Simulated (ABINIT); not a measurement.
Crystal: SnO2 (Cassiterite).

```xyz
6
Lattice="4.7380 0.0000 0.0000 0.0000 4.7380 0.0000 0.0000 0.0000 3.1865" Properties=species:S:1:pos:R:3 pbc="T T T"
Sn    2.3690    2.3690    1.5933
Sn    0.0000    0.0000    0.0000
O     3.8240    0.9140    1.5933
O     3.2830    3.2830    0.0000
O     0.9140    3.8240    1.5933
O     1.4550    1.4550    0.0000
```

Base run:

* Program: ABINIT 10.8.3 (patched build)
* Functional: LDA
* Potentials or basis: PseudoDojo NC SR LDA v0.4.1 standard
* Cutoff: 952 eV
* k mesh: 4 × 4 × 6
* Occupations: fermi-dirac, width 0.05 eV
* Spin: no spin polarisation

Its results: band gap on the k mesh 1.12 eV, direct; largest force 0.147 eV/Å.

Question: The run is repeated on the same cell with these changes: potentials or basis from PseudoDojo NC SR LDA v0.4.1 standard to JTH PAW LDA v2.0 sp; cutoff from 952 eV to 517 eV; valence electrons from 52 to 32. What comes out?

Answer: Band gap on the k mesh 1.00 eV, direct; largest force 0.237 eV/Å.

Caveats: spin-orbit coupling is left out, which moves the levels of the heavy elements; this set keeps more shells in the core, which shifts pressures and gaps (some runs); the atomic spheres overlap (some runs).

